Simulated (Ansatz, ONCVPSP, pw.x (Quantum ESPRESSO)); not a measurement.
**pw.x on bcc Tc: one setting changed**

Potential: optimised norm-conserving Vanderbilt (ONCV), ONCVPSP 4.0.1.1 (patched build), PBE; core [Ar] 3d10, reference 4s2 4p6 4d5 5s1.5; waves: 4s+5s: rc 1.45 bohr, ncon 4, nbas 7, qcut 9.3 1/bohr, 2 projectors; 4p: rc 1.75 bohr, ncon 5, nbas 9, qcut 7.6 1/bohr, 1 projector; 4d: rc 1.70 bohr, ncon 4, nbas 9, qcut 8.6 1/bohr, 2 projectors, debl 2.6 Ha; local part: polynomial inside 1.30 bohr (lpopt 5, dvloc0 3 Ha); core correction: none.

The reference run (k-mesh 15³, cutoffs 80/320 Ry, Fermi–Dirac 0.01 Ry, mixing_beta 0.4, conv_thr 1e-9, no spin) gives 1.20 GPa at 14.631 Å³/atom, where all-electron LAPW gives 0.42 GPa. This run, with its own iteration cap, changes k-mesh points per axis to 20.

```
&control
  calculation='scf', prefix='x', pseudo_dir='./', outdir='./tmp', tstress=.true., disk_io='none'
/
&system
  ibrav=0, nat=1, ntyp=1, ecutwfc=80, ecutrho=320, nbnd=15,
  occupations='smearing', smearing='fd', degauss=0.01
/
&electrons
  conv_thr=1e-09, mixing_beta=0.4, electron_maxstep=50
/
ATOMIC_SPECIES
Tc 1.0 Tc.UPF
CELL_PARAMETERS angstrom
  -1.54077068 1.54077068 1.54077068
  1.54077068 -1.54077068 1.54077068
  1.54077068 1.54077068 -1.54077068
ATOMIC_POSITIONS crystal
Tc 0.0000 0.0000 0.0000
K_POINTS automatic
20 20 20 0 0 0
```

```bash
pw.x < Tc.scf.in > Tc.scf.out
```

Q: How does the run end?

A: It converges in 10 iterations; the free energy moves by -5.2 meV/atom and the pressure by -0.23 GPa.

```
Message from routine setup:
     using ibrav=0 with symmetry is DISCOURAGED, use correct ibrav instead
     lattice parameter (alat)  =       5.0431  a.u.
     unit-cell volume          =      98.7349 (a.u.)^3
     number of electrons       =        15.00
     number of Kohn-Sham states=           15
     kinetic-energy cutoff     =      80.0000  Ry
     charge density cutoff     =     320.0000  Ry
     scf convergence threshold =      1.0E-09
     Exchange-correlation= PBE
     number of k points=   256  Fermi-Dirac smearing, width (Ry)=  0.0100
     iteration #  1     ecut=    80.00 Ry     beta= 0.40
     total energy              =    -161.94871130 Ry
     estimated scf accuracy    <       0.35483051 Ry
     iteration #  2     ecut=    80.00 Ry     beta= 0.40
     total energy              =    -161.98816319 Ry
     estimated scf accuracy    <       0.01341472 Ry
     iteration #  3     ecut=    80.00 Ry     beta= 0.40
     total energy              =    -161.99142656 Ry
     estimated scf accuracy    <       0.00059378 Ry
     iteration #  4     ecut=    80.00 Ry     beta= 0.40
     total energy              =    -161.99145493 Ry
     estimated scf accuracy    <       0.00016917 Ry
     iteration #  5     ecut=    80.00 Ry     beta= 0.40
     total energy              =    -161.99148761 Ry
     estimated scf accuracy    <       0.00000039 Ry
     iteration #  6     ecut=    80.00 Ry     beta= 0.40
     total energy              =    -161.99148757 Ry
     estimated scf accuracy    <       0.00000084 Ry
     iteration #  7     ecut=    80.00 Ry     beta= 0.40
     total energy              =    -161.99148769 Ry
     estimated scf accuracy    <       0.00000002 Ry
     iteration #  8     ecut=    80.00 Ry     beta= 0.40
     total energy              =    -161.99148769 Ry
     estimated scf accuracy    <          1.1E-09 Ry
     iteration #  9     ecut=    80.00 Ry     beta= 0.40
     total energy              =    -161.99148769 Ry
     estimated scf accuracy    <          1.1E-09 Ry
     iteration # 10     ecut=    80.00 Ry     beta= 0.40
     the Fermi energy is    22.5988 ev
!    total energy              =    -161.99148769 Ry
     estimated scf accuracy    <          1.6E-11 Ry
     smearing contrib. (-TS)   =      -0.00607196 Ry
     The total energy is F=E-TS. E is the sum of the following terms:
     one-electron contribution =     -26.28680015 Ry
     hartree contribution      =      22.83062323 Ry
     xc contribution           =     -17.91620922 Ry
     ewald contribution        =    -140.61302961 Ry
     convergence has been achieved in  10 iterations
          total   stress  (Ry/bohr**3)                   (kbar)     P=        9.69
     Message from routine punch:
     Nothing written, as per user request (disk_io='none')
```

The run took about 1.9 min on one core of a shared host (Neoverse-N1, 64 threads, 124 GiB, load 59).
